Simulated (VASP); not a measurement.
# AlN (P6_3mc) in VASP: further runs

The runs below take AlN through dielectric tensor, with PBE.

Everything below comes from runs of VASP 6.6.1. Logs are shortened: lines on timing, memory, paths and dates and some standing lists are left out, and cuts for length are marked.

### 1 Starting point

Symmetry: P6_3mc, No. 186, hexagonal system. The conventional cell has a = 3.113 Å, b = 3.113 Å, c = 4.981 Å, α = 90.00°, β = 90.00°, γ = 120.00°. Al (site symmetry 3m) has 4 N at 1.89 Å as nearest neighbours. N (site symmetry 3m) has 4 Al at 1.89 Å as nearest neighbours.

### 2 Dielectric tensor, PBE

INCAR

```
PREC = Accurate
ENCUT = 400
EDIFF = 1E-8
ISMEAR = 0
SIGMA = 0.01
LREAL = False
LASPH = True
NELM = 100
ALGO = Normal
ISIF = 2
LWAVE = False
LCHARG = False
GGA = PE
LEPSILON = True
```

KPOINTS

```
regular mesh
0
Gamma
  8 8 4
```

POSCAR

```
AlN
1.0
    3.1130000000      0.0000000000      0.0000000000
   -1.5565000000      2.6959370820      0.0000000000
    0.0000000000      0.0000000000      4.9810000000
Al N
2 2
Direct
    0.6666666667      0.3333333333      0.5000000000
    0.3333333333      0.6666666667      0.0000000000
    0.6666666667      0.3333333333      0.8800000000
    0.3333333333      0.6666666667      0.3800000000
```

Potentials or basis: VASP PAW PBE potentials, release 64 (Al, N).

Command:

```bash
cat potpaw_PBE.64/Al/POTCAR potpaw_PBE.64/N/POTCAR > POTCAR
mpirun -np 1 vasp_std > vasp.out
```

OUTCAR:

```text
PREC = Accurate
   ENCUT = 400
   EDIFF = 1E-8
   ISMEAR = 0
   LREAL = False
   LASPH = True
   NELM = 100
   ISIF = 2
   GGA = PE
   LEPSILON = True

 Found     30 irreducible k-points:

 Following reciprocal coordinates:
            Coordinates               Weight
  0.000000  0.000000  0.000000      1.000000
  0.125000  0.000000  0.000000      6.000000
  0.250000  0.000000  0.000000      6.000000
  0.375000  0.000000  0.000000      6.000000
  0.500000  0.000000  0.000000      3.000000
  0.125000  0.125000  0.000000      6.000000
   k-points           NKPTS =     30   k-points in BZ     NKDIM =     30   number of bands    NBANDS=     12
   number of dos      NEDOS =    301   number of ions     NIONS =      4
   total plane-waves  NPLWV =  12800
   dimension x,y,z NGX =    20 NGY =   20 NGZ =   32
   dimension x,y,z NGXF=    40 NGYF=   40 NGZF=   64
   ions per type =               2   2
   NGX,Y,Z   is equivalent  to a cutoff of  10.68, 10.68, 10.68 a.u.
   NGXF,Y,Z  is equivalent  to a cutoff of  21.36, 21.36, 21.36 a.u.
 SYSTEM =  unknown system
   PREC   = accura    normal or accurate (medium, high low for compatibility)
   ISTART =      0    job   : 0-new  1-cont  2-samecut
   ICHARG =      2    charge: 1-file 2-atom 10-const
   ISPIN  =      1    spin polarized calculation?
   LNONCOLLINEAR =      F non collinear calculations
   LSORBIT =      F    spin-orbit coupling
   LASPH  =      T    aspherical Exc in radial PAW
   ENCUT  =  400.0 eV  29.40 Ry    5.42 a.u.   5.08  5.08  8.12*2*pi/ulx,y,z
   NELM   =    100;   NELMIN=  2; NELMDL= -5     # of ELM steps
   EDIFF  = 0.1E-07   stopping-criterion for ELM
   LREAL  =      F    real-space projection
   EDIFFG = 0.1E-06   stopping-criterion for IOM
   NSW    =      0    number of steps for IOM
   IBRION =     -1    ionic relax: 0-MD 1-quasi-New 2-CG
   NFREE  =      0    steps in history (QN), initial steepest desc. (CG)
   ISIF   =      2    stress and relaxation
   ISYM   =      2    0-nonsym 1-usesym 2-fastsym
   POTIM  = 0.5000    time-step for ionic-motion
   TEBEG  =    0.0;   TEEND  =   0.0 temperature during run
   PSTRESS=    0.0 pullay stress
   NELECT =      16.0000    total number of electrons
   NUPDOWN=      -1.0000    fix difference up-down
   EMIN   =  10.00;   EMAX   =-10.00  energy-range for DOS
   EFERMI =   0.00;   METHOD = LEGACY
   ISMEAR =     0;   SIGMA  =   0.01  broadening in eV -4-tet -1-fermi 0-gaus
   EFERMI_NEDOS =   21; number of points for ismear=-14 and -15
   IALGO  =     38    algorithm
   IMIX   =      4    mixing-type and parameters
     AMIX     =   0.40;   BMIX     =  1.00
     AMIX_MAG =   1.60;   BMIX_MAG =  1.00
  volume/ion in A,a.u.               =      10.45        70.52
  Fermi-wavevector in a.u.,A,eV,Ry     =   1.188629  2.246183 19.222843  1.412839
  Thomas-Fermi vector in A             =   2.324754
   LORBIT       =      0    0 simple, 1 ext, 2 COOP (PROOUT), +10 PAW based schemes
   GGA     = PE    functional components
   LHFCALC =     F    Hartree Fock is set to
   AEXX    =    0.0000 exact exchange contribution
   IVDW    =     0    specifies the selected vdW correction
   LEPSILON=     T    determine dielectric tensor
   LRPA    =     F    only Hartree local field effects (RPA)
 non-spin polarized calculation
 Gauss-broadening in eV      SIGMA  =   0.01
  energy-cutoff  :      400.00
  volume of cell :       41.80
 maximum number of plane-waves:       774
   NGX = 11   NGY = 11   NGZ = 17

--------------------------------------- Ionic step        1  -------------------------------------------

 number of electron      15.9999999 magnetization

 E-fermi :   6.2536     XC(G=0): -10.9074

 val. band max:        6.1287940242   @ k =   0.0000   0.0000   0.0000
 cond. band min:      10.3415510170   @ k =   0.0000   0.0000   0.0000
 fundamental gap:      4.2127569928
 Fermi energy:         6.2535682207

 k-point     1 :       0.0000    0.0000    0.0000
  band No.  band energies     occupation
      1      -9.0436      2.00000
      2      -6.8980      2.00000
      3       0.1468      2.00000
      4       5.2903      2.00000
      5       5.2903      2.00000
      6       5.9451      2.00000
      7       5.9451      2.00000
      8       6.1288      2.00000
      9      10.3416      0.00000
     10      12.7863      0.00000
     11      16.7552      0.00000
     12      17.2901      0.00000

 k-point     2 :       0.1250    0.0000    0.0000
  band No.  band energies     occupation
      1      -8.8465      2.00000
      2      -6.7886      2.00000
      3       0.3828      2.00000
      4       4.4216      2.00000
      5       5.0514      2.00000
      6       5.1195      2.00000
      7       5.9081      2.00000
      8       6.0359      2.00000
      9      11.1796      0.00000
     10      13.5233      0.00000
     11      15.9264      0.00000
     12      16.2243      0.00000

 k-point     3 :       0.2500    0.0000    0.0000
  band No.  band energies     occupation
      1      -8.2971      2.00000
      2      -6.5316      2.00000
      3       1.0588      2.00000
      4       2.6965      2.00000
      5       3.6901      2.00000
      6       4.5863      2.00000
      7       5.6890      2.00000
      8       5.7428      2.00000
      9      12.3362      0.00000
     10      13.7461      0.00000
     11      14.2245      0.00000
     12      16.1793      0.00000

 k-point     4 :       0.3750    0.0000    0.0000
  band No.  band energies     occupation
      1      -7.5548      2.00000
      2      -6.3473      2.00000
      3       1.2513      2.00000
      4       2.0490      2.00000
      5       2.4886      2.00000
      6       4.2054      2.00000
      7       4.9873      2.00000
      8       5.5470      2.00000
      9      12.2234      0.00000
     10      12.4602      0.00000
     11      14.1994      0.00000
     12      16.4431      0.00000

 k-point     5 :       0.5000    0.0000    0.0000
  band No.  band energies     occupation
      1      -7.0842      2.00000
      2      -6.3897      2.00000
      3       0.7024      2.00000
      4       1.9909      2.00000
      5       2.7928      2.00000
      6       4.0647      2.00000
      7       4.3576      2.00000
      8       5.4677      2.00000
      9      11.9487      0.00000
     10      11.9513      0.00000
     11      14.3305      0.00000
     12      16.4463      0.00000

 k-point     6 :       0.1250    0.1250    0.0000
  band No.  band energies     occupation
      1      -8.4723      2.00000
      2      -6.6042      2.00000
      3       0.8388      2.00000
      4       3.4879      2.00000
      5       3.6602      2.00000
      6       4.9035      2.00000
      7       5.5984      2.00000
      8       5.8192      2.00000
      9      12.2202      0.00000
     10      14.4054      0.00000
     11      14.8314      0.00000
     12      15.1263      0.00000

 [... further k-points ...]

  FORCE on cell =-STRESS in cart. coord.  units (eV):
  Direction    XX          YY          ZZ          XY          YZ          ZX
  --------------------------------------------------------------------------------------
  -------------------------------------------------------------------------------------
  Total       -0.1527911     -0.1527911      0.2697598      0.0000000      0.0000000      0.0000000
  in kB       -5.8560282     -5.8560282     10.3390919      0.0000000      0.0000000      0.0000000
  external PRESSURE =      -0.4576549 kB  Pullay stress =       0.0000000 kB

 VOLUME and BASIS-vectors are now :
 -----------------------------------------------------------------------------
  energy-cutoff  :      400.00
  volume of cell :       41.80
      direct lattice vectors                 reciprocal lattice vectors
     3.113000000  0.000000000  0.000000000     0.321233537  0.185464269  0.000000000
    -1.556500000  2.695937082  0.000000000     0.000000000  0.370928538  0.000000000
     0.000000000  0.000000000  4.981000000     0.000000000  0.000000000  0.200762899

 POSITION                                       TOTAL-FORCE (eV/Angst)
 -----------------------------------------------------------------------------------
      1.55650      0.89865      2.49050         0.000000     -0.000000     -0.128778
     -0.00000      1.79729      0.00000        -0.000000      0.000000     -0.128778
      1.55650      0.89865      4.38328        -0.000000     -0.000000      0.128778
     -0.00000      1.79729      1.89278         0.000000      0.000000      0.128778
 -----------------------------------------------------------------------------------
    total drift:                               -0.000000     -0.000000      0.000303

  FREE ENERGIE OF THE ION-ELECTRON SYSTEM (eV)
  ---------------------------------------------------
  free  energy   TOTEN  =       -29.7705760179 eV

  energy  without entropy=      -29.7705760179  energy(sigma->0) =      -29.77057602

 HEAD OF MICROSCOPIC STATIC DIELECTRIC TENSOR (INDEPENDENT PARTICLE, excluding Hartree and local field effects)
 ------------------------------------------------------
           4.591103     0.000000    -0.000000
           0.000000     4.591103    -0.000000
           0.000000     0.000000     4.766709
 ------------------------------------------------------

 Free energy of the ion-electron system (eV)
  ---------------------------------------------------
  ---------------------------------------------------
  free energy    TOTEN  =        -0.43941315 eV

  energy without entropy =       -0.43941315

------------------------ aborting loop because EDIFF is reached ----------------------------------------

--------------------------------------- Ionic step        2  -------------------------------------------

------------------------ aborting loop because EDIFF is reached ----------------------------------------

--------------------------------------- Ionic step        3  -------------------------------------------

 Free energy of the ion-electron system (eV)
  ---------------------------------------------------
  ---------------------------------------------------
  free energy    TOTEN  =        -0.46192086 eV

  energy without entropy =       -0.46192086

------------------------ aborting loop because EDIFF is reached ----------------------------------------

 PIEZOELECTRIC TENSOR FIELD DIRECTION 3  (e Angst)
 -----------------------------------------------------------------------------
     0.68761  0.00000 -0.00000           (  0.00363  0.00000 -0.00000)
     0.00000  0.68761 -0.00000           (  0.00000  0.00363  0.00000)
    -0.00000  0.00000 -1.03812           ( -0.00000  0.00000 -0.00198)

 PIEZOELECTRIC TENSOR FIELD DIRECTION 3  (C/m^2)
 -----------------------------------------------------------------------------
     0.26354  0.00000 -0.00000
     0.00000  0.26354 -0.00000
    -0.00000  0.00000 -0.39788

 MACROSCOPIC STATIC DIELECTRIC TENSOR (including local field effects in DFT)
 ------------------------------------------------------
           4.450103    -0.000000    -0.000000
           0.000000     4.450103     0.000000
          -0.000000     0.000000     4.642817
 ------------------------------------------------------

 PIEZOELECTRIC TENSOR (including local field effects)  for field in x, y, z        (e  Angst)
          XX          YY          ZZ          XY          YZ          ZX
  --------------------------------------------------------------------------------
  x     0.00000     0.00000     0.00000    -0.00000     0.00000     0.88978
  y    -0.00000     0.00000     0.00000     0.00000     0.88978     0.00000
  z     0.68761     0.68761    -1.03812     0.00000     0.00000     0.00000

 PIEZOELECTRIC TENSOR (including local field effects)  for field in x, y, z        (C/m^2)
          XX          YY          ZZ          XY          YZ          ZX
  --------------------------------------------------------------------------------
  x     0.00000     0.00000     0.00000    -0.00000     0.00000     0.34103
  y    -0.00000     0.00000     0.00000     0.00000     0.34103     0.00000
  z     0.26354     0.26354    -0.39788     0.00000     0.00000     0.00000

 BORN EFFECTIVE CHARGES (including local field effects) (in |e|, cummulative output)
 ---------------------------------------------------------------------------------
 ion    1
    1     2.51144     0.00000     0.00000
    2     0.00000     2.51144     0.00000
    3    -0.00000     0.00000     2.66504
 ion    2
    1     2.51144     0.00000    -0.00000
    2     0.00000     2.51144    -0.00000
    3     0.00000    -0.00000     2.66504
 ion    3
    1    -2.51144     0.00000     0.00000
    2     0.00000    -2.51144    -0.00000
    3     0.00000     0.00000    -2.66504
 ion    4
    1    -2.51144     0.00000     0.00000
    2     0.00000    -2.51144     0.00000
    3     0.00000     0.00000    -2.66504
```

Wall time 70 s (1 thread of AMD EPYC 7R13 (Zen 3), shared host); peak memory 0.15 GiB.

These settings aren't checked as converged: the numbers below hold their error.

What came out:

```yaml
Band_gap_on_the_k_mesh: 4.21 eV, direct
Electronic_dielectric_tensor_diagonal: 4.45, 4.45, 4.64
Born_charges_mean_of_the_diagonal: Al +2.56; N -2.56 e
```

Caveat: the cutoff is under 1.25 times the usual one of these potentials, so pressure, stress and relaxed cells hold a basis-set (Pulay) error.

### 3 Dielectric tensor, PBE

Changes to INCAR since step 2:

```diff
@@ -2,3 +2,3 @@
 ENCUT = 400
-EDIFF = 1E-8
+EDIFF = 1E-5
 ISMEAR = 0
```

KPOINTS is that of step 2.

POSCAR is that of step 2.

Potentials or basis: VASP PAW PBE potentials, release 64 (Al, N).

Command:

```bash
cat potpaw_PBE.64/Al/POTCAR potpaw_PBE.64/N/POTCAR > POTCAR
mpirun -np 1 vasp_std > vasp.out
```

OUTCAR:

```text
PREC = Accurate
   ENCUT = 400
   EDIFF = 1E-5
   ISMEAR = 0
   LREAL = False
   LASPH = True
   NELM = 100
   ISIF = 2
   GGA = PE
   LEPSILON = True

 Found     30 irreducible k-points:

 Following reciprocal coordinates:
            Coordinates               Weight
  0.000000  0.000000  0.000000      1.000000
  0.125000  0.000000  0.000000      6.000000
  0.250000  0.000000  0.000000      6.000000
  0.375000  0.000000  0.000000      6.000000
  0.500000  0.000000  0.000000      3.000000
  0.125000  0.125000  0.000000      6.000000
   k-points           NKPTS =     30   k-points in BZ     NKDIM =     30   number of bands    NBANDS=     12
   number of dos      NEDOS =    301   number of ions     NIONS =      4
   total plane-waves  NPLWV =  12800
   dimension x,y,z NGX =    20 NGY =   20 NGZ =   32
   dimension x,y,z NGXF=    40 NGYF=   40 NGZF=   64
   ions per type =               2   2
   NGX,Y,Z   is equivalent  to a cutoff of  10.68, 10.68, 10.68 a.u.
   NGXF,Y,Z  is equivalent  to a cutoff of  21.36, 21.36, 21.36 a.u.
 SYSTEM =  unknown system
   PREC   = accura    normal or accurate (medium, high low for compatibility)
   ISTART =      0    job   : 0-new  1-cont  2-samecut
   ICHARG =      2    charge: 1-file 2-atom 10-const
[... 209 lines left out ...]

------------------------ aborting loop because EDIFF is reached ----------------------------------------

 PIEZOELECTRIC TENSOR FIELD DIRECTION 3  (e Angst)
 -----------------------------------------------------------------------------
     0.68759  0.00000  0.00000           (  0.00363  0.00000  0.00000)
     0.00000  0.68759 -0.00000           (  0.00000  0.00363  0.00000)
     0.00000  0.00000 -1.03814           (  0.00000  0.00000 -0.00198)

 PIEZOELECTRIC TENSOR FIELD DIRECTION 3  (C/m^2)
 -----------------------------------------------------------------------------
     0.26353  0.00000  0.00000
     0.00000  0.26353 -0.00000
     0.00000  0.00000 -0.39789

 MACROSCOPIC STATIC DIELECTRIC TENSOR (including local field effects in DFT)
 ------------------------------------------------------
           4.449768    -0.000000     0.000000
           0.000000     4.449768     0.000000
           0.000000     0.000000     4.642414
 ------------------------------------------------------

 PIEZOELECTRIC TENSOR (including local field effects)  for field in x, y, z        (e  Angst)
          XX          YY          ZZ          XY          YZ          ZX
  --------------------------------------------------------------------------------
  x     0.00000     0.00000     0.00000     0.00000     0.00000     0.88981
  y     0.00000    -0.00000     0.00000     0.00000     0.88981     0.00000
  z     0.68759     0.68759    -1.03814     0.00000     0.00000     0.00000

 PIEZOELECTRIC TENSOR (including local field effects)  for field in x, y, z        (C/m^2)
          XX          YY          ZZ          XY          YZ          ZX
  --------------------------------------------------------------------------------
  x     0.00000     0.00000     0.00000     0.00000     0.00000     0.34104
  y     0.00000    -0.00000     0.00000     0.00000     0.34104     0.00000
  z     0.26353     0.26353    -0.39789     0.00000     0.00000     0.00000

 BORN EFFECTIVE CHARGES (including local field effects) (in |e|, cummulative output)
 ---------------------------------------------------------------------------------
 ion    1
    1     2.51176     0.00000    -0.00000
    2    -0.00000     2.51176     0.00000
    3     0.00000     0.00000     2.66496
 ion    2
    1     2.51176     0.00000     0.00000
    2    -0.00000     2.51176    -0.00000
    3    -0.00000    -0.00000     2.66496
 ion    3
    1    -2.51176     0.00000     0.00000
    2     0.00000    -2.51176     0.00000
    3     0.00000    -0.00000    -2.66496
 ion    4
    1    -2.51176     0.00000    -0.00000
    2    -0.00000    -2.51176     0.00000
    3     0.00000     0.00000    -2.66496
```

Run time: 52 s. Hardware: 1 thread of AMD EPYC 7R13 (Zen 3), shared host; peak memory 0.15 GiB.

The run converged, but some of its settings lie outside the range that counts as converged, so its numbers aren't taken as properties of the crystal.

Results:

```yaml
Band_gap_on_the_k_mesh: 4.21 eV, direct
Electronic_dielectric_tensor_diagonal: 4.45, 4.45, 4.64
Born_charges_mean_of_the_diagonal: Al +2.56; N -2.56 e
```

Caveat: the cutoff is under 1.25 times the usual one of these potentials, so pressure, stress and relaxed cells hold a basis-set (Pulay) error.

[end of part 1 of 3]
